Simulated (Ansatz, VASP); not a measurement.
## Cross-check of InGaP2 (random alloy of the zinc-blende GaP-InP line, x = 0.5) between VASP and Ansatz

Aim: how closely do two programs agree when they are given the same cell, functional and k mesh? Of the first pair: The structure shown is the start of the Ansatz relaxation below; VASP solves that cell, so the two are compared at the walk's first step.

Calculated with Ansatz 0.2.0; plane waves, with VASP 6.6.1 beside it; LDA.

## Step 1: Starting point

The cell holds 64 atoms: 16 In, 32 P and 16 Ga. Cell: a = 11.470 Å, b = 11.470 Å, c = 11.470 Å, α = 90.0°, β = 90.0°, γ = 90.0°. It derives from GaP (zinc-blende GaP-InP), repeated 2×2×2. Zinc-blende GaP-InP: 64 atoms, 16 of 32 Ga sites given to In at random, cell and internal coordinates interpolated linearly between the end members (Vegard's rule); (so at first; earlier steps may have moved the atoms), displaced by a Gaussian of 0.02 A. Lattice constants are starting values near those of PBE.

## Step 2: Ansatz: relaxation, LDA

Ansatz runs on its default PAW (the set named soft_2) files.

The two programs are compared at the cell with which this relaxation starts, whose forces are those of its first step.

input.yaml

```yaml
crystal:
  lattice:
    - [11.47, 0.0, 0.0]
    - [0.0, 11.47, 0.0]
    - [0.0, 0.0, 11.47]
  atoms:
    - { symbol: In, position: [0.00283, 0.99893, 0.99908] }
    - { symbol: P, position: [0.12313, 0.12651, 0.12099] }
    - { symbol: Ga, position: [0.00304, 0.24867, 0.25056] }
    - { symbol: P, position: [0.12457, 0.37755, 0.37141] }
    - { symbol: Ga, position: [0.24944, 0.99933, 0.25198] }
    - { symbol: P, position: [0.37308, 0.1247, 0.37347] }
    - { symbol: Ga, position: [0.25007, 0.25102, 0.99808] }
    - { symbol: P, position: [0.377, 0.37657, 0.12588] }
    - { symbol: In, position: [0.00157, 0.99881, 0.49979] }
    - { symbol: P, position: [0.12337, 0.12453, 0.62592] }
    - { symbol: Ga, position: [0.99879, 0.24931, 0.7488] }
    - { symbol: P, position: [0.12353, 0.37383, 0.87498] }
    - { symbol: Ga, position: [0.24805, 0.00041, 0.75289] }
    - { symbol: P, position: [0.37629, 0.12467, 0.87345] }
    - { symbol: Ga, position: [0.2487, 0.25295, 0.50009] }
    - { symbol: P, position: [0.37389, 0.37533, 0.62866] }
    - { symbol: Ga, position: [0.00021, 0.50108, 0.00052] }
    - { symbol: P, position: [0.12439, 0.62301, 0.12439] }
    - { symbol: Ga, position: [0.99964, 0.75102, 0.25146] }
    - { symbol: P, position: [0.12662, 0.8755, 0.37654] }
    - { symbol: In, position: [0.24868, 0.50218, 0.25089] }
    - { symbol: P, position: [0.37448, 0.62585, 0.37487] }
    - { symbol: In, position: [0.25197, 0.75265, 0.00381] }
    - { symbol: P, position: [0.37256, 0.87248, 0.12412] }
    - { symbol: Ga, position: [0.00028, 0.50153, 0.50055] }
    - { symbol: P, position: [0.12147, 0.62447, 0.62644] }
    - { symbol: In, position: [0.0004, 0.75133, 0.74961] }
    - { symbol: P, position: [0.12465, 0.87533, 0.87571] }
    - { symbol: Ga, position: [0.25035, 0.50021, 0.74883] }
    - { symbol: P, position: [0.37566, 0.62521, 0.87697] }
    - { symbol: Ga, position: [0.25209, 0.75032, 0.49935] }
    - { symbol: P, position: [0.37389, 0.87574, 0.62513] }
    - { symbol: Ga, position: [0.4994, 8.0e-05, 0.99892] }
    - { symbol: P, position: [0.62622, 0.12422, 0.12714] }
    - { symbol: In, position: [0.5007, 0.25104, 0.24809] }
    - { symbol: P, position: [0.6253, 0.37629, 0.37334] }
    - { symbol: In, position: [0.74954, 6.0e-05, 0.24761] }
    - { symbol: P, position: [0.87555, 0.12648, 0.3735] }
    - { symbol: In, position: [0.75061, 0.24771, 0.99993] }
    - { symbol: P, position: [0.87218, 0.37696, 0.12571] }
    - { symbol: Ga, position: [0.49996, 0.99865, 0.50222] }
    - { symbol: P, position: [0.62843, 0.12176, 0.62716] }
    - { symbol: In, position: [0.50284, 0.25059, 0.74791] }
    - { symbol: P, position: [0.62651, 0.37468, 0.87395] }
    - { symbol: In, position: [0.74786, 0.00096, 0.75138] }
    - { symbol: P, position: [0.87391, 0.12591, 0.873] }
    - { symbol: Ga, position: [0.7514, 0.25008, 0.49967] }
    - { symbol: P, position: [0.87482, 0.37652, 0.62631] }
    - { symbol: In, position: [0.50092, 0.50024, 0.00014] }
    - { symbol: P, position: [0.62608, 0.62541, 0.12619] }
    - { symbol: In, position: [0.49946, 0.74575, 0.25181] }
    - { symbol: P, position: [0.62881, 0.87577, 0.37483] }
    - { symbol: Ga, position: [0.74976, 0.49979, 0.25003] }
    - { symbol: P, position: [0.87304, 0.6241, 0.37326] }
    - { symbol: In, position: [0.75043, 0.74948, 0.00086] }
    - { symbol: P, position: [0.8747, 0.87672, 0.12537] }
    - { symbol: In, position: [0.50382, 0.49669, 0.49887] }
    - { symbol: P, position: [0.62657, 0.62941, 0.62457] }
    - { symbol: In, position: [0.50008, 0.74961, 0.75232] }
    - { symbol: P, position: [0.6245, 0.87619, 0.87444] }
    - { symbol: Ga, position: [0.74778, 0.50055, 0.75088] }
    - { symbol: P, position: [0.87725, 0.62481, 0.87392] }
    - { symbol: In, position: [0.75098, 0.75042, 0.50049] }
    - { symbol: P, position: [0.87487, 0.87702, 0.62564] }
kpoints:
  mp_grid: { grid: [1, 1, 1] }
hamiltonian:
  xc: lda
scf:
  occupations: { method: fermi_dirac, width: 0.05 }
output:
  forces: true
relax:
  f_tol: 0.05
  max_steps: 150
  cell: {}
```

Command:

```
$ ansatz run input.yaml --threads 4 --pin off --max-ram 8192MiB --backend cpu --events-out ev --progress --plain --runs-dir out
```

Numbers of over 12 decimals in the logs are rounded to 6 here.

What it wrote:

```text
Engine: ansatz 0.2.0, aarch64-unknown-linux-gnu
Pseudopotentials: kind: paw
Pseudopotential: In, paw, valence charge 13, recommended cutoff 420 eV (normal), In.paw.azcp
Pseudopotential: P, paw, valence charge 5, recommended cutoff 420 eV (normal), P.paw.azcp
Pseudopotential: Ga, paw, valence charge 13, recommended cutoff 420 eV (normal), Ga.paw.azcp
Functional definition: SPW92
  exchange = slater_x
  correlation = pw_c
Crystal: 64 atoms, lattice volume = 1509.004 Å³
Basis set: ecut = 420 eV, 29423 PW (Γ)
Bands: 352, of which v1, the nominal top of the filled ones, is band 288 counted from 1 (287 counted from 0)
Symmetry: 1 space group operations
Space group: P1 (ITA 1), of the structure as read, at distance tolerance 1.1e-4 Å
k-points: 1
Non-local potential: In, projectors of the file, l = 0: 2, l = 1: 2, l = 2: 2, l = 3: 2
Non-local potential: P, projectors of the file, l = 0: 2, l = 1: 2, l = 2: 2
Non-local potential: Ga, projectors of the file, l = 0: 2, l = 1: 2, l = 2: 3, l = 3: 1
PAW form: soft (Blöchl's): semilocal exchange-correlation on the pseudo side does not see the compensation charge
PAW frozen core: In, regenerated for the run's functional, and the local potential with it (the file was generated under x = pbe(κ = 0.804, μ = 0.219515), c = pbe(β = 0.066725))
PAW frozen core: P, regenerated for the run's functional, and the local potential with it (the file was generated under x = pbe(κ = 0.804, μ = 0.219515), c = pbe(β = 0.066725))
PAW frozen core: Ga, regenerated for the run's functional, and the local potential with it (the file was generated under x = pbe(κ = 0.804, μ = 0.219515), c = pbe(β = 0.066725))
PAW one-centre angular grid: In, 590 points (default); XC on 64 Gauss nodes
PAW one-centre angular grid: P, 110 points (default); XC on 64 Gauss nodes
PAW one-centre angular grid: Ga, 590 points (default); XC on 64 Gauss nodes
Initial density: superposition of atomic densities (neutral atoms: chi_scale 0, normalization atom), corrected by the library's trained network
Initial wavefunctions: pseudopotential atomic-orbital guess
Functional: x = slater, c = lda
SCF iter   1: F=—  HF=-169866.400574 eV  |F-HF|=—  |Δ(HF+E_count)|=         —  Δρ=5.83e-3  dr2=3.88e-1  ethr=1.77e-3  ⟨swp⟩=8.0  Hψ=1561  notcnv=0  defer=18
preconditioner: auto → Resta (q_TF=auto, 2.324 Å⁻¹)  ε∞=3.9  [insulator: Δε(μ)=0.517 eV  Ē_g=13.412 eV  σ=0.050 eV  W_gap=0.99  n_scr=304 (ndim 8)  ℏωp=22.9 eV  f_vac=0.022  D(μ)=0.65/eV (n_scr^D=0)  ε∞_Penn≈3.9]
SCF iter   2: F=—  HF=-169866.246334 eV  |F-HF|=—  |Δ(HF+E_count)|=   1.54e-1  Δρ=2.55e-3  dr2=7.77e-2  ethr=6.74e-5  ⟨swp⟩=2.0  Hψ=565  notcnv=0  defer=42
SCF iter   3: F=—  HF=-169866.225883 eV  |F-HF|=—  |Δ(HF+E_count)|=   2.05e-2  Δρ=4.73e-4  dr2=3.47e-3  ethr=1.35e-5  ⟨swp⟩=2.0  Hψ=513  notcnv=0  defer=42
SCF iter   4: F=—  HF=-169866.226405 eV  |F-HF|=—  |Δ(HF+E_count)|=   5.21e-4  Δρ=3.26e-4  dr2=1.42e-3  ethr=6.03e-7  ⟨swp⟩=2.0  Hψ=594  notcnv=0  defer=42
SCF iter   5: F=—  HF=-169866.225105 eV  |F-HF|=—  |Δ(HF+E_count)|=   1.30e-3  Δρ=6.33e-5  dr2=9.88e-5  ethr=2.46e-7  ⟨swp⟩=2.0  Hψ=594  notcnv=0  defer=42
SCF iter   6: F=—  HF=-169866.225123 eV  |F-HF|=—  |Δ(HF+E_count)|=   1.84e-5  Δρ=3.73e-5  dr2=1.65e-5  ethr=1.71e-8  ⟨swp⟩=2.0  Hψ=608  notcnv=0  defer=42
SCF iter   7: F=—  HF=-169866.225121 eV  |F-HF|=—  |Δ(HF+E_count)|=   2.07e-6  Δρ=7.57e-6  dr2=1.95e-6  ethr=2.87e-9  ⟨swp⟩=2.0  Hψ=593  notcnv=0  defer=42
SCF iter   8: F=—  HF=-169866.225121 eV  |F-HF|=—  |Δ(HF+E_count)|=   8.98e-8  Δρ=2.98e-6  dr2=2.23e-7  ethr=3.38e-10  ⟨swp⟩=2.0  Hψ=608  notcnv=0  defer=42
SCF iter   9: F=-169866.225121 eV  HF=-169866.225121 eV  |F-HF|=9.72e-9  |Δ(HF+E_count)|=   5.08e-8  Δρ=1.02e-6  dr2=1.67e-8  ethr=1.74e-11  ⟨swp⟩=5.0  Hψ=1210  notcnv=0
SCF 1 converged in 9 iterations: F = -169866.225121 eV  dr2 = 1.67e-8
  greatest PAW one-centre occupation: 0.995 electrons in one spin orbital (limit 2), on the Ga atom at site 14 (counted from 0), in its partial waves of l = 2
relax step   1: F+E_penalty+E_count = -169866.22512092 eV  Δ(F+E_penalty+E_count) = +0.000e0 eV  max|allowed force component| = 1.898e0 eV/Å  Δτ_max = 0.0000 Å  P = -3.341 GPa  Ω = 1509.004 Å³  (9 SCF iters, dr2 threshold 1.00e-7 eV, accepted)
Crystal: 64 atoms, lattice volume = 1436.129 Å³
Basis set: ecut = 420 eV, 28111 PW (Γ)
Initial density: handed on by an earlier stage of this run
Initial wavefunctions: those handed on with the density
iter 1 solved again at ethr=1.69e-4 eV; its pass at ethr=3.10e-3 eV (dr2=9.75e-1 eV) is discarded
SCF iter   1: F=—  HF=-169871.019657 eV  |F-HF|=—  |Δ(HF+E_count)|=         —  Δρ=8.08e-3  dr2=1.00e0  ethr=1.69e-4  ⟨swp⟩=11.0  Hψ=1941  notcnv=0
[...]
atom  12  P     -0.00199245     0.00123587    -0.00524037
  atom  13  Ga    -0.00455609     0.00142900     0.00098246
  atom  14  P      0.00137718    -0.00393796    -0.00025706
  atom  15  Ga    -0.00689249    -0.00472737     0.00356862
  atom  16  P     -0.00249996     0.00272183    -0.00181497
  atom  17  Ga     0.00252052    -0.00093822     0.00842521
  atom  18  P     -0.00070136     0.00417324     0.00450819
  atom  19  Ga     0.00643175    -0.00618613    -0.00644062
  atom  20  P     -0.00252793     0.00012746     0.00182325
  atom  21  In     0.00088680    -0.00032009    -0.00188713
  atom  22  P     -0.00503671    -0.00326904     0.00623752
  atom  23  In    -0.00110146    -0.00070560     0.00042005
  atom  24  P      0.00331818     0.00207044    -0.00268321
  atom  25  Ga     0.00885699    -0.00196168    -0.00466756
  atom  26  P     -0.00583426     0.00052032    -0.00017116
  atom  27  In     0.00004843    -0.00177763     0.00226244
  atom  28  P     -0.00220921     0.00207316     0.00036236
  atom  29  Ga     0.00164733    -0.00519744     0.00131043
  atom  30  P      0.00198686     0.00122460    -0.00591714
  atom  31  Ga     0.00069352    -0.00400763    -0.00851584
  atom  32  P     -0.00063678     0.00231040    -0.00066076
  atom  33  Ga     0.00012324     0.00528943     0.00969957
  atom  34  P      0.00118512    -0.00612219    -0.00115014
  atom  35  In     0.00550047     0.00187862    -0.00423904
[...]
atom  57  In     0.00489354     0.00353281    -0.00342699
  atom  58  P      0.00009439     0.00172161     0.00447220
  atom  59  In     0.00629054    -0.00218570     0.00101193
  atom  60  P      0.00232747     0.00120514    -0.00175616
  atom  61  Ga     0.00107081    -0.00458108     0.00191446
  atom  62  P     -0.00689190     0.00063384    -0.00202478
  atom  63  In    -0.00894431    -0.00076819    -0.00698116
  atom  64  P      0.00334489    -0.00215646     0.00106187
  max |Σ_I F_I| component: 1.48e-5 eV/Å
--- Stress (GPa, compression-positive) ---
       -0.027101       0.014162       0.003080
        0.014162      -0.024885       0.004707
        0.003080       0.004707      -0.026108
  P = ⅓ Tr σ = -0.0260 GPa (-0.260 kbar)
--- Relaxed structure (4 steps of the walk, 4 accepted, 1 SCFs on fresh bases) ---
  F+E_penalty+E_count = -169871.02253466 eV   max|allowed force component| = 1.129e-2 eV/Å   (the final SCF, on the basis selected at the relaxed cell)
  cell:  # Å, volume = 1415.7784 Å³
    - [11.231580, 0.000692376, -0.000472823]
    - [0.000692376, 11.232971, -0.00108117]
    - [-0.000472823, -0.00108117, 11.221730]
  atoms:
    - { symbol: In, position: [0.00649724, 1.004600, 1.002700] }
    - { symbol: P, position: [0.131049, 0.134531, 0.135971] }
    - { symbol: Ga, position: [0.00309804, 0.254382, 0.253605] }
    - { symbol: P, position: [0.119191, 0.366571, 0.384782] }
    - { symbol: Ga, position: [0.248886, 1.002965, 0.253096] }
    - { symbol: P, position: [0.364325, 0.121595, 0.383745] }
    - { symbol: Ga, position: [0.245598, 0.248501, 0.999256] }
    - { symbol: P, position: [0.366705, 0.368575, 0.118952] }
    - { symbol: In, position: [0.00663454, 1.004001, 0.497695] }
    - { symbol: P, position: [0.130705, 0.133227, 0.633333] }
    - { symbol: Ga, position: [1.004240, 0.256206, 0.748545] }
    - { symbol: P, position: [0.124152, 0.374609, 0.876258] }
    - { symbol: Ga, position: [0.251315, 0.00555803, 0.747800] }
    - { symbol: P, position: [0.366664, 0.120807, 0.880697] }
    - { symbol: Ga, position: [0.245071, 0.248223, 0.503561] }
    - { symbol: P, position: [0.359862, 0.373527, 0.623820] }
    - { symbol: Ga, position: [0.000690805, 0.495389, 7.616738055981416e-5] }
    - { symbol: P, position: [0.112188, 0.624670, 0.121555] }
    - { symbol: Ga, position: [1.002926, 0.745155, 0.251349] }
    - { symbol: P, position: [0.130915, 0.867886, 0.366867] }
    - { symbol: In, position: [0.242006, 0.498141, 0.252298] }
    - { symbol: P, position: [0.368222, 0.630501, 0.381575] }
    - { symbol: In, position: [0.248327, 0.752643, -0.000680623] }
    - { symbol: P, position: [0.372407, 0.889437, 0.126277] }
    - { symbol: Ga, position: [0.00144145, 0.495491, 0.500078] }
    - { symbol: P, position: [0.131305, 0.616738, 0.614969] }
    - { symbol: In, position: [0.00449923, 0.743029, 0.747851] }
    - { symbol: P, position: [0.131651, 0.883254, 0.864651] }
    - { symbol: Ga, position: [0.242862, 0.495330, 0.746988] }
    - { symbol: P, position: [0.364630, 0.616662, 0.866345] }
    - { symbol: Ga, position: [0.247945, 0.752292, 0.499131] }
    - { symbol: P, position: [0.365859, 0.883812, 0.618244] }
    - { symbol: Ga, position: [0.492305, 0.00305034, 0.999984] }
    - { symbol: P, position: [0.619077, 0.120059, 0.115283] }
    - { symbol: In, position: [0.497833, 0.246650, 0.252556] }
    - { symbol: P, position: [0.639079, 0.375363, 0.373486] }
    - { symbol: In, position: [0.749807, 0.00272255, 0.252241] }
    - { symbol: P, position: [0.877461, 0.139577, 0.374120] }
    - { symbol: In, position: [0.755451, 0.254260, 1.000378] }
    - { symbol: P, position: [0.885721, 0.379609, 0.132403] }
    - { symbol: Ga, position: [0.492216, 1.003946, 0.500088] }
    - { symbol: P, position: [0.623131, 0.128858, 0.607416] }
    - { symbol: In, position: [0.495804, 0.248255, 0.747603] }
    - { symbol: P, position: [0.632930, 0.379464, 0.864844] }
    - { symbol: In, position: [0.746090, 0.00520485, 0.747946] }
    - { symbol: P, position: [0.884680, 0.133491, 0.866995] }
    - { symbol: Ga, position: [0.755099, 0.254714, 0.498725] }
    - { symbol: P, position: [0.878660, 0.374588, 0.624164] }
    - { symbol: In, position: [0.500489, 0.497984, -0.0025922] }
    - { symbol: P, position: [0.630950, 0.615499, 0.136744] }
    - { symbol: In, position: [0.498301, 0.754434, 0.252055] }
    - { symbol: P, position: [0.617653, 0.883601, 0.385720] }
    - { symbol: Ga, position: [0.760422, 0.497549, 0.252803] }
    - { symbol: P, position: [0.885781, 0.617414, 0.371038] }
    - { symbol: In, position: [0.752045, 0.745723, 0.00245746] }
    - { symbol: P, position: [0.884189, 0.869339, 0.133568] }
    - { symbol: In, position: [0.501006, 0.497620, 0.502493] }
    - { symbol: P, position: [0.634039, 0.617842, 0.634368] }
    - { symbol: In, position: [0.494984, 0.752196, 0.747340] }
    - { symbol: P, position: [0.616168, 0.881702, 0.883788] }
    - { symbol: Ga, position: [0.758134, 0.495169, 0.747709] }
    - { symbol: P, position: [0.877648, 0.609467, 0.875030] }
    - { symbol: In, position: [0.752686, 0.745784, 0.497793] }
    - { symbol: P, position: [0.877262, 0.875537, 0.624744] }
```

(Continued in part 2 of 2.)

[Lines on the potential files, build, host, timing and source positions are cut from VASP's logs without a mark.]

[Logs are printed without paths, hosts, clocks, repeated set-up lines and the standing remarks that a program may print on its own settings, such as how far it seeks lower states.]

[Hosts, paths, dates, database ids (printed as entryN), source tags and the programs' standing remarks are cut or masked in the printed files.]
